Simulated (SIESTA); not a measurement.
Crystal: TiO2.

```xyz
6
Lattice="4.5998 0.0000 0.0000 0.0000 4.5998 0.0000 0.0000 0.0000 2.9592" Properties=species:S:1:pos:R:3 pbc="T T T"
Ti    0.0000    0.0000    1.4796
Ti    2.2999    2.2999    0.0000
O     1.3998    1.3998    1.4796
O     0.9001    3.6997    0.0000
O     3.6997    0.9001    0.0000
O     3.2000    3.2000    1.4796
```

The cell is a database's computed one.

Base run:

```yaml
Program: SIESTA 5.4.2
Functional: RPBE
Potentials_or_basis: PseudoDojo 0.4 standard (PBE files)
Basis: DZP (energy shift 0.003 Ry; two zetas on semicore shells)
Grid_cutoff: 800 Ry
Energy_shift: 0.003 Ry
k_mesh: 6 × 6 × 9
Occupations: fermi-dirac, width 0.05 eV
Spin: no spin polarisation
```

Its results: band gap on the k mesh 1.76 eV, direct; pressure 11.6 GPa; largest force 0.077 eV/Å.

Q: The run is repeated on the same cell with these changes: functional from RPBE to PBE; basis from DZP (energy shift 0.003 Ry; two zetas on semicore shells) to DZ (energy shift 0.003 Ry; two zetas on semicore shells). What comes out?

A: Band gap on the k mesh 1.74 eV, direct; pressure 7.0 GPa; largest force 0.129 eV/Å.

Several settings changed at once, so the effect can't be laid on one alone.

Caveats: the basis of atomic orbitals isn't converged, which shifts pressures, moduli and gaps; the potentials were made for another functional, which shifts forces and pressure (some runs); the basis has no polarisation orbitals (some runs).
